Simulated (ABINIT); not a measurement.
# Quasiparticle gap of LiF (Griceite) in ABINIT

Aim: the G0W0 gap of LiF (Griceite) on LDA, step by step.

Main program and level: ABINIT 10.8.3; LDA and many-body steps on it, plane waves.

Most raw output is cut from this account.

### Step 1. Starting point

The structure is cubic, space group Fm-3m (No. 225). Conventional cell: a = 4.028 Å, b = 4.028 Å, c = 4.028 Å, α = 90.00°, β = 90.00°, γ = 90.00°. Nearest to Li lie 6 F at 2.01 Å. Nearest to F lie 6 Li at 2.01 Å. Farther neighbours and most contacts between anions are not listed.

The cell and positions come from the Crystallography Open Database and are kept as given unless a step says otherwise.

### Step 2. Ground state

This step: ABINIT 10.8.3; DFT, LDA, plane waves, norm-conserving pseudopotentials.

The ground-state density comes first.

run.abi reads:

```
acell 3*1.0 Angstrom
rprim 
  0.000000000000 2.014000000000 2.014000000000
  2.014000000000 0.000000000000 2.014000000000
  2.014000000000 2.014000000000 -0.000000000000
ntypat 2
znucl 3 9
natom 2
typat 1 2
xred 
  0.000000000000 0.000000000000 0.000000000000
  0.500000000000 0.500000000000 0.500000000000
pp_dirpath "pseudos"
pseudos "Li.upf, F.upf"
ecut 36
ngkpt 8 8 8
nshiftk 1
shiftk 0 0 0
kptopt 1
chksymbreak 0
nband 10
occopt 1
tolvrs 1e-10
nstep 60
prtwf 0
optforces 0
optstress 0
indata_prefix "in"
outdata_prefix "out"
tmpdata_prefix "tmp"
```

Command:

```sh
$ OMP_NUM_THREADS=1 mpirun -n 4 abinit run.abi > log
```

Wall time 3.4 s (4 MPI ranks of Arm Neoverse V2, shared host); peak memory 0.25 GiB; 13 s of CPU time.

Numbers from this step:

```yaml
total_energy: -866.1379 eV
gap: 8.864 eV
k_of_the_valence_top: 0, 0, 0
k_of_the_conduction_bottom: 0, 0, 0
least_direct_gap: 8.864 eV
```

The gap is direct, at Γ.

### Step 3. Bands along the symmetry lines

The cheap functional maps the bands first; the places of the edges decide which points the dearer methods must see.

run.abi reads:

```
acell 3*1.0 Angstrom
rprim 
  0.000000000000 2.014000000000 2.014000000000
  2.014000000000 0.000000000000 2.014000000000
  2.014000000000 2.014000000000 -0.000000000000
ntypat 2
znucl 3 9
natom 2
typat 1 2
xred 
  0.000000000000 0.000000000000 0.000000000000
  0.500000000000 0.500000000000 0.500000000000
pp_dirpath "pseudos"
pseudos "Li.upf, F.upf"
ecut 36
iscf -2
irdden 1
kptopt 0
nkpt 50
kpt 
  0.00000000 0.00000000 0.00000000
  0.06250000 0.00000000 0.06250000
  0.12500000 0.00000000 0.12500000
  0.18750000 0.00000000 0.18750000
  0.25000000 0.00000000 0.25000000
  0.31250000 0.00000000 0.31250000
  0.37500000 0.00000000 0.37500000
  0.43750000 0.00000000 0.43750000
  0.50000000 0.00000000 0.50000000
  0.51562500 0.03125000 0.51562500
  0.53125000 0.06250000 0.53125000
  0.54687500 0.09375000 0.54687500
  0.56250000 0.12500000 0.56250000
  0.57812500 0.15625000 0.57812500
  0.59375000 0.18750000 0.59375000
  0.60937500 0.21875000 0.60937500
  0.62500000 0.25000000 0.62500000
  0.37500000 0.37500000 0.75000000
  0.32812500 0.32812500 0.65625000
  0.28125000 0.28125000 0.56250000
  0.23437500 0.23437500 0.46875000
  0.18750000 0.18750000 0.37500000
  0.14062500 0.14062500 0.28125000
  0.09375000 0.09375000 0.18750000
  0.04687500 0.04687500 0.09375000
  0.00000000 0.00000000 0.00000000
  0.06250000 0.06250000 0.06250000
  0.12500000 0.12500000 0.12500000
  0.18750000 0.18750000 0.18750000
  0.25000000 0.25000000 0.25000000
  0.31250000 0.31250000 0.31250000
  0.37500000 0.37500000 0.37500000
  0.43750000 0.43750000 0.43750000
  0.50000000 0.50000000 0.50000000
  0.50000000 0.46875000 0.53125000
  0.50000000 0.43750000 0.56250000
  0.50000000 0.40625000 0.59375000
  0.50000000 0.37500000 0.62500000
  0.50000000 0.34375000 0.65625000
  0.50000000 0.31250000 0.68750000
  0.50000000 0.28125000 0.71875000
  0.50000000 0.25000000 0.75000000
  0.50000000 0.21875000 0.71875000
  0.50000000 0.18750000 0.68750000
  0.50000000 0.15625000 0.65625000
  0.50000000 0.12500000 0.62500000
  0.50000000 0.09375000 0.59375000
  0.50000000 0.06250000 0.56250000
  0.50000000 0.03125000 0.53125000
  0.50000000 0.00000000 0.50000000
istwfk *1
nband 12
nbdbuf 2
tolwfr 1e-08
nstep 40
prtwf 0
prtvol 0
indata_prefix "in"
outdata_prefix "out"
tmpdata_prefix "tmp"
```

Wall time 2.9 s (4 MPI ranks); peak memory 0.07 GiB; 11 s of CPU time.

This step gave:

```
gap                        : 8.863 eV
k of the valence top       : 0.0469, 0.0469, 0.0938
k of the conduction bottom : 0, 0, 0
least direct gap           : 8.864 eV
```

The gap is 8.863 eV, −0.001 eV from the run before at this level.

Electronic bands along the path, in eV, zero at the top of the highest filled band; v1 is the highest filled band, c1 the lowest empty one:

| point | v4 | v3 | v2 | v1 | c1 | c2 | c3 | c4 |
| --- | --- | --- | --- | --- | --- | --- | --- | --- |
| Γ | -19.51 | 0.00 | 0.00 | 0.00 | 8.86 | 23.50 | 23.50 | 23.50 |
| halfway | -19.20 | -1.46 | -0.52 | -0.52 | 11.14 | 18.38 | 19.36 | 20.19 |
| X | -18.78 | -3.09 | -1.02 | -1.02 | 14.43 | 16.10 | 17.19 | 19.79 |
| halfway | -18.79 | -2.96 | -1.21 | -0.95 | 14.44 | 15.44 | 17.39 | 19.62 |
| U | -18.83 | -2.57 | -1.60 | -0.75 | 14.11 | 14.52 | 18.12 | 19.23 |
| jump to K | -18.83 | -2.57 | -1.60 | -0.75 | 14.11 | 14.52 | 18.12 | 19.23 |
| halfway | -19.20 | -1.53 | -0.78 | -0.09 | 10.80 | 16.57 | 19.55 | 19.74 |
| Γ | -19.51 | 0.00 | 0.00 | 0.00 | 8.86 | 23.50 | 23.50 | 23.50 |
| halfway | -19.30 | -1.39 | -0.12 | -0.12 | 10.07 | 17.56 | 20.13 | 20.13 |
| L | -19.07 | -2.56 | -0.23 | -0.23 | 10.43 | 16.39 | 18.47 | 18.47 |
| halfway | -18.94 | -2.38 | -1.26 | -0.49 | 12.17 | 15.36 | 18.53 | 18.83 |
| W | -18.81 | -2.14 | -2.14 | -0.81 | 14.67 | 14.67 | 17.05 | 18.95 |
| halfway | -18.80 | -2.83 | -1.37 | -0.92 | 14.46 | 15.33 | 17.13 | 19.34 |
| X | -18.78 | -3.09 | -1.02 | -1.02 | 14.43 | 16.10 | 17.19 | 19.79 |

### Step 4. Empty states on the mesh, 6×6×6 mesh, 21 bands

The sums over transitions need many empty states on a uniform mesh; this step solves for them.

run.abi reads:

```
acell 3*1.0 Angstrom
rprim 
  0.000000000000 2.014000000000 2.014000000000
  2.014000000000 0.000000000000 2.014000000000
  2.014000000000 2.014000000000 -0.000000000000
ntypat 2
znucl 3 9
natom 2
typat 1 2
xred 
  0.000000000000 0.000000000000 0.000000000000
  0.500000000000 0.500000000000 0.500000000000
pp_dirpath "pseudos"
pseudos "Li.upf, F.upf"
ecut 36
ngkpt 6 6 6
nshiftk 1
shiftk 0 0 0
kptopt 1
chksymbreak 0
iscf -2
irdden 1
istwfk *1
nband 21
nbdbuf 4
tolwfr 1e-09
nstep 60
prtvol 0
indata_prefix "in"
outdata_prefix "out"
tmpdata_prefix "tmp"
```

Wall time 2.3 s (4 MPI ranks); peak memory 0.07 GiB; 8.9 s of CPU time.

Numbers from this step:

```yaml
gap: 8.864 eV
k_of_the_valence_top: 0, 0, 0
k_of_the_conduction_bottom: 0, 0, 0
least_direct_gap: 8.864 eV
k_points_computed: 16
lowest_point_of_the_top_converged_band_above_the_valence_top: 42.34 eV
```

On this mesh the gap is 8.864 eV.

### Step 5. Screening, 6×6×6 mesh, 17 bands, screening to 108.8 eV

The RPA dielectric matrix is built and inverted for each q.

This step: RPA screening on LDA, plane waves, norm-conserving pseudopotentials.

Edit run.abi of step 4 so:

```diff
@@ -20,10 +20,11 @@
 chksymbreak 0
-iscf -2
-irdden 1
 istwfk *1
-nband 21
-nbdbuf 4
-tolwfr 1e-09
-nstep 60
-prtvol 0
+occopt 1
+irdwfk 1
+optdriver 3
+nband 17
+ecuteps 4
+inclvkb 2
+awtr 1
+symchi 1
 indata_prefix "in"
```

The job ended after 2.9 s (4 MPI ranks; peak memory 0.09 GiB; 11 s of CPU time).

This step gave:

```yaml
eps_infinity_with_local_fields_on_this_mesh_along_the_program_s_q_direction: 2.010
the_same_without_local_fields: 2.087
plasma_frequency: 29.05 eV
plane_waves_in_the_screening_matrix: 51
```

Local fields lower ε∞ by 4 %.

### Step 6. Self-energy, 6×6×6 mesh, 17 bands, screening to 108.8 eV

The self-energy is evaluated for the states that the input lists, and the levels follow from it, in one-shot runs by the linearised quasiparticle equation.

This step: G0W0 on LDA, plane waves, norm-conserving pseudopotentials.

Edit run.abi of step 5 so:

```diff
@@ -23,8 +23,15 @@
 irdwfk 1
-optdriver 3
+optdriver 4
 nband 17
+gwcalctyp 0
+ecutsigx 36
+symsigma 1
+nkptgw 1
+kptgw 
+  0.0000000000 0.0000000000 0.0000000000
+bdgw 
+  3 9
 ecuteps 4
-inclvkb 2
-awtr 1
-symchi 1
+irdscr 1
+ppmodel 1
 indata_prefix "in"
```

It took 1.7 s on 4 MPI ranks; peak memory 0.12 GiB.

Numbers from this step:

```yaml
g0w0_gap_on_the_points_computed: 13.65 eV
starting_gap_on_the_mesh: 8.864 eV
k_of_the_valence_top: 0, 0, 0
k_of_the_conduction_bottom: 0, 0, 0
z_at_the_valence_top: 0.827
z_at_the_conduction_bottom: 0.891
least_direct_g0w0_gap_on_the_computed_points: 13.65 eV
```

The gap on the mesh goes from 8.86 eV to 13.65 eV, a correction of +4.78 eV.

Limits: finite bands, cutoff and mesh. v1 is the top filled band, c1 the lowest empty one. The levels before and after the correction (eV, zero at the valence-band top of each column):

|  | conduction bottom | valence top |
| --- | --- | --- |
| Kohn-Sham | 8.86 | 0.00 |
| G0W0 | 13.65 | 0.00 |

|  | level | energy (eV) |
| --- | --- | --- |
| Kohn-Sham | Γ v3-v1 | 0.000 |
| Kohn-Sham | Γ c1 | 8.864 |
| Kohn-Sham | Γ c2-c4 | 23.499 |
| G0W0 | Γ v3-v1 | 0.000 |
| G0W0 | Γ c1 | 13.646 |
| G0W0 | Γ c2-c4 | 29.553 |

### Step 7. Where the time went

Times are wall times on 4 MPI ranks of Arm Neoverse V2, shared host, good to a factor of about two.

| step | time | share | memory (GiB) |
| --- | --- | --- | --- |
| ground state | 3.4 s | 26 % | 0.25 |
| bands along the symmetry lines | 2.9 s | 22 % | 0.07 |
| empty states on the mesh | 2.3 s | 18 % | 0.07 |
| screening | 2.9 s | 22 % | 0.09 |
| self-energy | 1.7 s | 13 % | 0.12 |

### Step 8. Results

| Property | Result |
| --- | --- |
| LDA gap | 8.86 eV, indirect (only 1 meV under the direct gap) |
| G0W0 gap on the mesh | 13.65 eV |
| GW settings | 6×6×6 mesh, 17 bands, screening to 108.8 eV, Godby-Needs plasmon pole |
| known limits | not at the basis limit |

**Reading.** G0W0 moves the gap on the mesh from 8.86 eV to 13.65 eV (+4.78 eV), with Z of 0.83 and 0.89 at the edges. Local fields lower the RPA ε∞ on this mesh from 2.09 to 2.01. Only 1 of the mesh's irreducible points was corrected, so a valley elsewhere could overtake. Bands and cutoff are finite, so the gap is not at the basis limit. The miss can reach some tenths of an eV and take either sign; the mesh is an error of its own. In the G0W0 run levels were corrected at 1 k point alone, so a gap called «on the mesh» is the least over those, and an edge elsewhere would be missed.

[Paths, hosts, dates, memory and timing lines, banners, echoed tables and standing remarks are left out of the program output.]

[Logs are printed without paths, hosts, clocks, repeated set-up lines and the standing remarks that a program may print on its own settings, such as how far it seeks lower states.]

[Runs of the session that timed out or met a known fault of the program may be left out.]

[Hosts, paths, dates, database ids (printed as entryN), source tags and the programs' standing remarks are cut or masked in the printed files.]

[G0W0 gaps are taken among the corrected bands and points alone; a level outside them can change the order at an edge.]

[Where Ansatz stands beside ABINIT at settings called matched, ABINIT's density can come from a denser mesh and the files from another edition; pairs whose starting gaps differed by over 0.03 eV were left out, so agreement reads better than it is.]
